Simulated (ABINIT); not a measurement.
A run of ABINIT 10.8.3 (patched build) is set up as follows.

Contents of run.abi:

```
pp_dirpath "./"
pseudos "Ti.LDA_PW-JTH.xml, O.LDA_PW-JTH.xml"

acell 3.4921057126 3.4921057126 3.4921057126 Angstrom
rprim
     0.0000000000     0.7071067812     0.7071067812
     0.7071067812     0.0000000000     0.7071067812
     0.7071067812     0.7071067812     0.0000000000
ntypat 2
znucl 22 8
natom 2
typat 1 2
chkprim 0
chksymtnons 0
tolsym 1.0e-6
xred
            0.0            0.0            0.0
            1/4            1/4            1/4

ecut 23.0
pawecutdg 45.0
ecutsm 0.5

kptopt 1
ngkpt 7 7 7
nshiftk 1
shiftk 0.0 0.0 0.0

ixc 7

nband 13
occopt 3
tsmear 0.00183747

nstep 80
tolvrs 1.0e-10

iomode 3
prteig 0
prtebands 0
prtwf 0
prtden 0

ionmov 2
optcell 2
ntime 50
tolmxf 2.0e-5
dilatmx 1.08
```

Potentials or basis: JTH PAW LDA v2.0.

Launch:

```sh
$ abinit run.abi > log 2>&1
```

**Question.** Predict the band gap on the k mesh.

**Answer.** None (metal or under the smearing width).

**Question.** What does it give for the space group after relaxing (to 0.05 Å)?

**Answer.** F-43m (No. 216).

**Question.** Predict the relaxed volume.

**Answer.** 11.69 Å³/atom.

Final structure:
```
Ti O
1.0
     0.00000    2.26980    2.26980
     2.26980    0.00000    2.26980
     2.26980    2.26980    0.00000
Ti O
1 1
Direct
  0.00000 0.00000 0.00000
  0.25000 0.25000 0.25000
```

Caveat: the volume moved by over 15 % at a fixed basis, so the end points are rough; semilocal functionals often make such compounds metallic where correlation or magnetic order opens a gap, which also shifts bond lengths; the atomic spheres overlap.
